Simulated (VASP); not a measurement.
# SiO2 (Stishovite) (P4_2/mnm) in VASP: a series of runs

The runs below take SiO2 (Stishovite) through elastic constants, phonons, dielectric tensor, with PBE, LDA.

Everything below comes from runs of VASP 6.6.1. Logs are shortened: lines on timing, memory, paths and dates and some standing lists are left out, and cuts for length are marked.

### Step 1. The crystal as given

It takes space group P4_2/mnm (No. 136, tetragonal). Conventional cell: a = 4.231 Å, b = 4.231 Å, c = 2.693 Å, α = 90.00°, β = 90.00°, γ = 90.00°. Si (site symmetry mmm) is surrounded by 6 O at 1.77 to 1.84 Å. O (site symmetry m2m) is surrounded by 3 Si at 1.77 to 1.84 Å.

### Step 2. Elastic constants, PBE

Contents of POSCAR:

```
SiO2
1.0
    4.2308307751      0.0000000000      0.0000000000
    0.0000000000      4.2308307751      0.0000000000
    0.0000000000      0.0000000000      2.6927200818
  Si              O
     2     4
Direct
     0.0000000000000000    0.0000000000000000    0.0000000000000000
     0.5000000000000000    0.5000000000000000    0.5000000000000000
     0.3067553678318223    0.3067553678318223    0.0000000000000000
     0.1932446321681777    0.8067553678318223    0.5000000000000000
     0.6932446321681777    0.6932446321681777    0.0000000000000000
     0.8067553678318223    0.1932446321681777    0.5000000000000000
```

Contents of INCAR.step1:

```
PREC = Accurate ; ENCUT = 600
EDIFF = 1E-8 ; ISMEAR = 0
SIGMA = 0.03 ; LREAL = F
LASPH = T ; NELM = 80
ALGO = Normal ; ISIF = 3
LWAVE = F ; LCHARG = F
GGA = PE ; KPAR = 2
IBRION = 2 ; NSW = 40
EDIFFG = -0.002
```

Contents of INCAR.step2:

```
PREC = Accurate ; ENCUT = 600
EDIFF = 1E-8 ; ISMEAR = 0
SIGMA = 0.03 ; LREAL = F
LASPH = T ; NELM = 80
ALGO = Normal ; ISIF = 3
LWAVE = F ; LCHARG = F
GGA = PE ; KPAR = 2
IBRION = 6 ; NFREE = 2
POTIM = 0.015 ; NSW = 1
```

Contents of KPOINTS:

```
regular mesh
0
Gamma
  8 8 10
```

Potentials or basis: VASP PAW PBE potentials, release 64 (Si, O).

Run with:

```sh
$ cat potpaw_PBE.64/Si/POTCAR potpaw_PBE.64/O/POTCAR > POTCAR
$ cp INCAR.step1 INCAR
$ mpirun -np 2 vasp_std > vasp.out
$ cp CONTCAR POSCAR
$ cp INCAR.step2 INCAR
$ mpirun -np 2 vasp_std > vasp.out
```

OUTCAR:

```text
PREC = Accurate
   ENCUT = 600
   EDIFF = 1E-8
   ISMEAR = 0
   LREAL = F
   LASPH = T
   NELM = 80
   ISIF = 3
   GGA = PE
   IBRION = 6
   NFREE = 2
   POTIM = 0.015
   NSW = 1

 ion  position               nearest neighbor table
   1  0.000  0.000  0.000-   4 1.77   6 1.77   4 1.77   6 1.77   5 1.84   3 1.84
   2  0.500  0.500  0.500-   3 1.77   5 1.77   3 1.77   5 1.77   4 1.84   6 1.84
   3  0.307  0.307  0.000-   2 1.77   2 1.77   1 1.84
   4  0.193  0.807  0.500-   1 1.77   1 1.77   2 1.84
   5  0.693  0.693  0.000-   2 1.77   2 1.77   1 1.84
   6  0.807  0.193  0.500-   1 1.77   1 1.77   2 1.84

  LATTYP: Found a simple tetragonal cell.
 ALAT       =     4.2308307751
 C/A-ratio  =     0.6364518519

  Lattice vectors:

 A1 = (   4.2308307751,   0.0000000000,   0.0000000000)
 A2 = (   0.0000000000,   4.2308307751,   0.0000000000)
 A3 = (   0.0000000000,   0.0000000000,   2.6927200818)

Analysis of symmetry for initial positions (statically):
=====================================================================
 Subroutine PRICEL returns:
 Original cell was already a primitive cell.

 Routine SETGRP: Setting up the symmetry group for a
 simple tetragonal supercell.

 Subroutine GETGRP returns: Found 16 space group operations
 (whereof  8 operations were pure point group operations)
 out of a pool of 16 trial point group operations.

The static configuration has the point symmetry D_2h.
 The point group associated with its full space group is D_4h.

Analysis of symmetry for dynamics (positions and initial velocities):
=====================================================================
 Subroutine PRICEL returns:
 Original cell was already a primitive cell.

 Routine SETGRP: Setting up the symmetry group for a
 simple tetragonal supercell.

 Subroutine GETGRP returns: Found 16 space group operations
 (whereof  8 operations were pure point group operations)
 out of a pool of 16 trial point group operations.

The dynamic configuration has the point symmetry D_2h.
 The point group associated with its full space group is D_4h.

 Subroutine INISYM returns: Found 16 space group operations
 (whereof  8 operations are pure point group operations),
 and found     1 'primitive' translations

----------------------------------------------------------------------------------------

                                     Primitive cell

  volume of cell :      48.1995

  direct lattice vectors                    reciprocal lattice vectors
     4.230830775  0.000000000  0.000000000     0.236360198  0.000000000  0.000000000
     0.000000000  4.230830775  0.000000000     0.000000000  0.236360198  0.000000000
     0.000000000  0.000000000  2.692720082     0.000000000  0.000000000  0.371371687

  length of vectors
     4.230830775  4.230830775  2.692720082     0.236360198  0.236360198  0.371371687

  position of ions in fractional coordinates (direct lattice)
     0.000000000  0.000000000  0.000000000
     0.500000000  0.500000000  0.500000000
     0.306755368  0.306755368  0.000000000
     0.193244632  0.806755368  0.500000000
     0.693244632  0.693244632  0.000000000
     0.806755368  0.193244632  0.500000000

  ion indices of the primitive-cell ions
   primitive index   ion index
                 1           1
                 2           2
                 3           3
                 4           4
                 5           5
                 6           6

----------------------------------------------------------------------------------------

 KPOINTS: regular mesh

Automatic generation of k-mesh.
 Grid dimensions read from file:
 generate k-points for:    8    8   10

 Generating k-lattice:

  Cartesian coordinates                     Fractional coordinates (reciprocal lattice)
     0.029545025  0.000000000  0.000000000     0.125000000  0.000000000  0.000000000
[... 87 lines left out ...]
   IVDW    =     0    specifies the selected vdW correction
   LEPSILON=     F    determine dielectric tensor
   LRPA    =     F    only Hartree local field effects (RPA)
 finite differences with symmetry
 non-spin polarized calculation
 Gauss-broadening in eV      SIGMA  =   0.03
  energy-cutoff  :      600.00
  volume of cell :       48.20
 maximum number of plane-waves:      1634
 NGX is ok and might be reduce to    36
   NGX = 17   NGY = 17   NGZ = 11

--------------------------------------- Ionic step        1  -------------------------------------------

 number of electron      32.0000007 magnetization

 Free energy of the ion-electron system (eV)
  ---------------------------------------------------
  ext. energy  EPLUGINS =         0.00000000
  ---------------------------------------------------
  free energy    TOTEN  =       -46.33100594 eV

  energy without entropy =      -46.33100594  energy(sigma->0) =      -46.33100594

------------------------ aborting loop because EDIFF is reached ----------------------------------------

  FORCE on cell =-STRESS in cart. coord.  units (eV):
  Direction    XX          YY          ZZ          XY          YZ          ZX
  --------------------------------------------------------------------------------------
  -------------------------------------------------------------------------------------
  Total        0.0035543      0.0035543     -0.0026986     -0.0000000      0.0000000      0.0000000
  in kB        0.1181483      0.1181483     -0.0897022     -0.0000000      0.0000000      0.0000000
  external PRESSURE =       0.0488648 kB  Pullay stress =       0.0000000 kB
[... 101 lines left out ...]
  FREE ENERGIE OF THE ION-ELECTRON SYSTEM (eV)
  ---------------------------------------------------
  free  energy   TOTEN  =       -46.3141384345 eV

  energy  without entropy=      -46.3141384345  energy(sigma->0) =      -46.31413843

[... ionic steps 4 to 18 ...]

--------------------------------------- Ionic step       19  -------------------------------------------

 number of electron      32.0000006 magnetization

------------------------ aborting loop because EDIFF is reached ----------------------------------------
[... 75 lines left out ...]
--------------------------------------- Ionic step       21  -------------------------------------------

 number of electron      32.0000009 magnetization

 Free energy of the ion-electron system (eV)
  ---------------------------------------------------
  ext. energy  EPLUGINS =         0.00000000
  ---------------------------------------------------
  free energy    TOTEN  =       -46.32890191 eV

  energy without entropy =      -46.32890191  energy(sigma->0) =      -46.32890191

 E-fermi :   7.9603     XC(G=0): -12.0895

 val. band max:        7.7575121615   @ k =   0.0000   0.0000   0.0000
 cond. band min:      12.7939404069   @ k =   0.0000   0.0000   0.0000
 fundamental gap:      5.0364282454
 Fermi energy:         7.9602630245

 k-point     1 :       0.0000    0.0000    0.0000
  band No.  band energies     occupation
      1     -14.4684      2.00000
      2     -11.0012      2.00000
      3     -11.0009      2.00000
      4     -10.8258      2.00000
      5      -2.8746      2.00000
      6       1.5169      2.00000
[... 541 lines left out ...]
     19      17.2959      0.00000
     20      17.3035      0.00000

 [... further k-points ...]

------------------------ aborting loop because EDIFF is reached ----------------------------------------

  FORCE on cell =-STRESS in cart. coord.  units (eV):
  Direction    XX          YY          ZZ          XY          YZ          ZX
  --------------------------------------------------------------------------------------
  -------------------------------------------------------------------------------------
  Total        0.0096077      0.0096077      0.0012446      0.0036677     -0.0347740     -0.0347740
  in kB        0.3193651      0.3193651      0.0413714      0.1219179     -1.1559071     -1.1559073
  external PRESSURE =       0.2267005 kB  Pullay stress =       0.0000000 kB
[... 21 lines left out ...]
  FREE ENERGIE OF THE ION-ELECTRON SYSTEM (eV)
  ---------------------------------------------------
  free  energy   TOTEN  =       -46.3289019126 eV

  energy  without entropy=      -46.3289019126  energy(sigma->0) =      -46.32890191

 INTERNAL STRAIN TENSORS FROM STRAINED CELLS
 ============================================

 INTERNAL STRAIN TENSOR FOR ION    1 for displacements in x,y,z  (eV/Angst):
          X           Y           Z          XY          YZ          ZX
  --------------------------------------------------------------------------------
  x     0.00000     0.00000     0.00000    -0.00000     0.00000    -0.00000
  y     0.00000     0.00000    -0.00000    -0.00000     0.00000     0.00000
  z     0.00000     0.00000     0.00000     0.00000     0.00000     0.00000

 INTERNAL STRAIN TENSORS FROM DISPLACED ATOMS
 ============================================

 INTERNAL STRAIN TENSOR FOR ION    1 for displacements in x,y,z  (eV/Angst):
          X           Y           Z          XY          YZ          ZX
  --------------------------------------------------------------------------------
  x     0.00000     0.00000     0.00000     0.00000     0.00000     0.00000
  y     0.00000     0.00000     0.00000     0.00000     0.00000     0.00000
  z     0.00000     0.00000     0.00000     0.00000     0.00000     0.00000

 INTERNAL STRAIN TENSOR FOR ION    6 for displacements in x,y,z  (eV/Angst):
          X           Y           Z          XY          YZ          ZX
  --------------------------------------------------------------------------------
  x     9.57939     4.91034    -0.01577    -2.44386     0.00000     0.00000
  y    -4.91034    -9.57939     0.01577     2.44386     0.00000     0.00000
  z     0.00000     0.00000     0.00000     0.00000    -2.31504     2.31504

 Eigenvectors and eigenvalues of the dynamical matrix
 ----------------------------------------------------

   1 f  =   27.175272 THz   170.747269 2PiTHz  906.469496 cm-1   112.387843 meV
             X         Y         Z           dx          dy          dz
      0.000000  0.000000  0.000000     0.000000   -0.000000    0.000000
      2.115415  2.115415  1.346360     0.000000    0.000000   -0.000000
      1.297830  1.297830  0.000000     0.353553    0.353553   -0.000000
      0.817585  3.413245  1.346360     0.353553   -0.353553    0.000000
      2.933001  2.933001  0.000000    -0.353553   -0.353553    0.000000
      3.413245  0.817585  1.346360    -0.353553    0.353553   -0.000000
[... 145 lines left out ...]
  18 f/i=    0.003681 THz     0.023127 2PiTHz    0.122775 cm-1     0.015222 meV
             X         Y         Z           dx          dy          dz
      0.000000  0.000000  0.000000    -0.000000    0.000000   -0.483336
      2.115415  2.115415  1.346360    -0.000000    0.000000   -0.483336
      1.297830  1.297830  0.000000    -0.000000    0.000000   -0.364957
      0.817585  3.413245  1.346360    -0.000000    0.000000   -0.364957
      2.933001  2.933001  0.000000    -0.000000    0.000000   -0.364957
      3.413245  0.817585  1.346360    -0.000000    0.000000   -0.364957

--------------------------------------------------------------------------------------------------------

 ELASTIC MODULI CONTR FROM IONIC RELAXATION (kBar)
 Direction    XX          YY          ZZ          XY          YZ          ZX
 --------------------------------------------------------------------------------
 XX        -950.7111     37.4550      0.9941     -0.0000     -0.0000     -0.0000
 YY          37.4550   -950.7111      0.9941     -0.0000      0.0000      0.0000
 ZZ           0.9941      0.9941     -0.0022      0.0000     -0.0000     -0.0000
 XY          -0.0000     -0.0000      0.0000    -32.8507      0.0000      0.0000
 YZ          -0.0000      0.0000     -0.0000      0.0000    -38.5409     -0.0000
 ZX          -0.0000      0.0000     -0.0000      0.0000     -0.0000    -38.5409
 --------------------------------------------------------------------------------

 TOTAL ELASTIC MODULI (kBar)
 Direction    XX          YY          ZZ          XY          YZ          ZX
 --------------------------------------------------------------------------------
 XX        3911.9963   1650.7086   1752.5958     -0.0000     -0.0000     -0.0000
 YY        1650.7086   3911.9963   1752.5958     -0.0000      0.0000      0.0000
 ZZ        1752.5958   1752.5958   6907.4540      0.0000     -0.0000     -0.0000
 XY          -0.0000     -0.0000      0.0000   2870.8220      0.0000      0.0000
 YZ          -0.0000      0.0000     -0.0000      0.0000   2292.7474     -0.0000
 ZX          -0.0000      0.0000     -0.0000      0.0000     -0.0000   2292.7475
 --------------------------------------------------------------------------------
```

Run time: 17 min. Hardware: 2 MPI ranks of Intel Xeon Platinum 8488C (Sapphire Rapids), shared host; peak memory 0.46 GiB.

Results:

| Property | Result |
| --- | --- |
| Voigt bulk modulus | 278 GPa |
| Highest phonon frequency at Γ, LO-TO splitting left out | 906 cm⁻¹ |

Phonon frequencies in cm⁻¹ (negative: imaginary):
| q point | frequencies |
| --- | --- |
| (0.000, 0.000, 0.000) | 0 0 0 223 372 433 433 538 538 561 561 575 631 721 727 797 797 906 |

Elastic tensor in Voigt notation (GPa, in the Cartesian axes of the cell as first typed):
```
391 165 175   0   0   0
165 391 175   0   0   0
175 175 691   0   0   0
  0   0   0 229   0   0
  0   0   0   0 229   0
  0   0   0   0   0 287
```

Clamped-ion elastic tensor (GPa):
```
486 161 175   0   0   0
161 486 175   0   0   0
175 175 691   0   0   0
  0   0   0 233   0   0
  0   0   0   0 233   0
  0   0   0   0   0 290
```

### Step 3. Phonons, LDA

This run uses another cell than the first one, of 7.67 Å³/atom, 0.955 times its volume.

Contents of POSCAR:

```
SiO2
1.0
    4.1543700938     -0.0000000000      0.0000000000
    0.0000000000      4.1543700938      0.0000000000
    0.0000000000      0.0000000000      2.6659681883
  Si              O
     2     4
Direct
     0.0000000000000000    0.0000000000000000    0.0000000000000000
     0.5000000000000000    0.5000000000000000    0.5000000000000000
     0.3053962239363520    0.3053962239363520    0.0000000000000000
     0.1946037760636481    0.8053962239363520    0.5000000000000000
     0.6946037760636480    0.6946037760636480    0.0000000000000000
     0.8053962239363520    0.1946037760636481    0.5000000000000000
```

Contents of INCAR.step1:

```
PREC = Accurate
ENCUT = 600
EDIFF = 1E-8
ISMEAR = 0
SIGMA = 0.03
LREAL = False
LASPH = True
NELM = 80
ALGO = Normal
ISIF = 3
LWAVE = False
LCHARG = False
GGA = CA
KPAR = 2
IBRION = 2
NSW = 40
EDIFFG = -0.002
```

Contents of INCAR.step2:

```
PREC = Accurate
ENCUT = 600
EDIFF = 1E-8
ISMEAR = 0
SIGMA = 0.03
LREAL = False
LASPH = True
NELM = 80
ALGO = Normal
ISIF = 2
LWAVE = False
LCHARG = False
GGA = CA
KPAR = 2
IBRION = 6
NFREE = 2
POTIM = 0.015
NSW = 1
```

KPOINTS is that of step 2.

Potentials or basis: VASP PAW LDA potentials, release 64 (Si, O).

Run with:

```sh
$ cat potpaw_LDA.64/Si/POTCAR potpaw_LDA.64/O/POTCAR > POTCAR
$ cp INCAR.step1 INCAR
$ mpirun -np 2 vasp_std > vasp.out
$ cp CONTCAR POSCAR
$ cp INCAR.step2 INCAR
$ mpirun -np 2 vasp_std > vasp.out
```

OUTCAR:

```text
PREC = Accurate
   ENCUT = 600
   EDIFF = 1E-8
   ISMEAR = 0
   LREAL = False
   LASPH = True
   NELM = 80
   ISIF = 2
   GGA = CA
   IBRION = 6
   NFREE = 2
   POTIM = 0.015
   NSW = 1

 ion  position               nearest neighbor table
   1  0.000  0.000  0.000-   4 1.76   6 1.76   4 1.76   6 1.76   5 1.79   3 1.79
   2  0.500  0.500  0.500-   3 1.76   5 1.76   3 1.76   5 1.76   4 1.79   6 1.79
   3  0.305  0.305  0.000-   2 1.76   2 1.76   1 1.79
   4  0.195  0.805  0.500-   1 1.76   1 1.76   2 1.79
   5  0.695  0.695  0.000-   2 1.76   2 1.76   1 1.79
[... 1142 lines left out ...]
  z     0.00000     0.00000     0.00000     0.00000    -3.19606     3.19606

 Eigenvectors and eigenvalues of the dynamical matrix
 ----------------------------------------------------

   1 f  =   28.409018 THz   178.499126 2PiTHz  947.622846 cm-1   117.490206 meV
             X         Y         Z           dx          dy          dz
      0.000000  0.000000  0.000000    -0.000000   -0.000000   -0.000000
      2.077185  2.077185  1.332984    -0.000000   -0.000000    0.000000
      1.268729  1.268729  0.000000    -0.353553   -0.353553    0.000000
      0.808456  3.345914  1.332984    -0.353553    0.353553   -0.000000
      2.885641  2.885641  0.000000     0.353553    0.353553   -0.000000
      3.345914  0.808456  1.332984     0.353553   -0.353553    0.000000
[... 145 lines left out ...]
  18 f/i=    0.001616 THz     0.010157 2PiTHz    0.053919 cm-1     0.006685 meV
             X         Y         Z           dx          dy          dz
      0.000000  0.000000  0.000000    -0.000000   -0.000000    0.483394
      2.077185  2.077185  1.332984    -0.000000   -0.000000    0.483394
      1.268729  1.268729  0.000000    -0.000000   -0.000000    0.364918
      0.808456  3.345914  1.332984    -0.000000   -0.000000    0.364918
      2.885641  2.885641  0.000000    -0.000000   -0.000000    0.364918
      3.345914  0.808456  1.332984    -0.000000   -0.000000    0.364918

 ELASTIC MODULI CONTR FROM IONIC RELAXATION (kBar)
 Direction    XX          YY          ZZ          XY          YZ          ZX
 --------------------------------------------------------------------------------
 XX        -915.7255    252.6698    -47.3023      0.0000      0.0000      0.0000
 YY         252.6698   -915.7255    -47.3023     -0.0000     -0.0000     -0.0000
 ZZ         -47.3023    -47.3023     -6.7491      0.0000      0.0000      0.0000
 XY           0.0000     -0.0000      0.0000    -12.0950      0.0000      0.0000
 YZ           0.0000     -0.0000      0.0000      0.0000    -70.4322      0.0000
 ZX           0.0000     -0.0000      0.0000      0.0000      0.0000    -70.4322
 --------------------------------------------------------------------------------
```

It took 5.8 min on 2 MPI ranks of Intel Xeon Platinum 8488C (Sapphire Rapids), shared host; peak memory 0.39 GiB.

What came out:

```yaml
Highest_phonon_frequency_at_Γ_LO-TO_splitting_left_out: 948 cm⁻¹
```

Phonon frequencies in cm⁻¹ (negative: imaginary):
| q point | frequencies |
| --- | --- |
| (0.000, 0.000, 0.000) | 0 0 0 219 385 469 469 586 586 592 592 592 660 755 762 823 823 948 |

[end of part 1 of 2]
